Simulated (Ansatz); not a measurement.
# CuO: the cost of one run

Program: Ansatz 0.2.0. Level of theory: DFT PBE+U (U = 3 eV, J = 0.5 eV on Cu d), plane waves, PAW. These are calculated values, not measurements.

## 1. The starting structure

Symmetry: Cc, No. 9, monoclinic system. The conventional cell has a = 4.689 Å, b = 3.427 Å, c = 5.132 Å, α = 90.00°, β = 99.65°, γ = 90.00°. Cu (site symmetry 1) is surrounded by 4 O at 1.91 to 2.02 Å. O (site symmetry 1) is surrounded by 4 Cu at 1.91 to 2.02 Å.

Structure file:

```cif
data_structure
_symmetry_space_group_name_H-M 'Cc'
_symmetry_Int_Tables_number 9
_cell_length_a 4.6893
_cell_length_b 3.4268
_cell_length_c 5.1321
_cell_angle_alpha 90.000
_cell_angle_beta 99.653
_cell_angle_gamma 90.000
_cell_volume 81.30
loop_
_atom_site_label
_atom_site_type_symbol
_atom_site_symmetry_multiplicity
_atom_site_Wyckoff_symbol
_atom_site_fract_x
_atom_site_fract_y
_atom_site_fract_z
_atom_site_occupancy
Cu1 Cu 4 a 0.25000 0.24680 0.00000 1
O1 O 4 a 0.48850 0.91710 0.25370 1
```

Magnetic order typed: opposed in the cell.

## 2. From atoms, symmetry kept, no search

Contents of input.yaml:

```yaml
crystal:
  lattice:
    - [2.34464976, -1.71339982, 0.0]
    - [2.34464976, 1.71339982, 0.0]
    - [-0.86054991, 0.0, 5.05943948]
  atoms:
    - { symbol: Cu, position: [0.0032, 0.4968, 0.0], spin: 1.0 }
    - { symbol: Cu, position: [0.4968, 0.0032, 0.5], spin: -1.0 }
    - { symbol: O, position: [0.5714, 0.4056, 0.2537] }
    - { symbol: O, position: [0.4056, 0.5714, 0.7537] }
basis:
  ecutwfc: 420
  ecutrho_ratio: 4
kpoints:
  mp_grid: { grid: [7, 7, 4] }
hamiltonian:
  xc: pbe
  hubbard:
    sites:
      - { site: 0, l: d, u: 3.0, j: 0.5 }
      - { site: 1, l: d, u: 3.0, j: 0.5 }
scf:
  occupations: { method: gaussian, width: 0.05 }
  lower_state_search: "off"
  max_iter: 150
output:
  forces: true
  stress: true
  eigenvalues: true
  populations: true
  hubbard: { sites: [{ site: 0, l: d }, { site: 1, l: d }] }
magnetization:
  spin_polarized: true
```

Launch:

```sh
> ansatz run input.yaml --threads 2 --pin off --max-ram 3072MiB --backend cpu --events-out ev --progress --plain --runs-dir out
```

Q: Estimate wall time and peak memory on 2 threads of Arm Neoverse V1, shared host.

About 36 s, with a peak of 0.5 GiB.
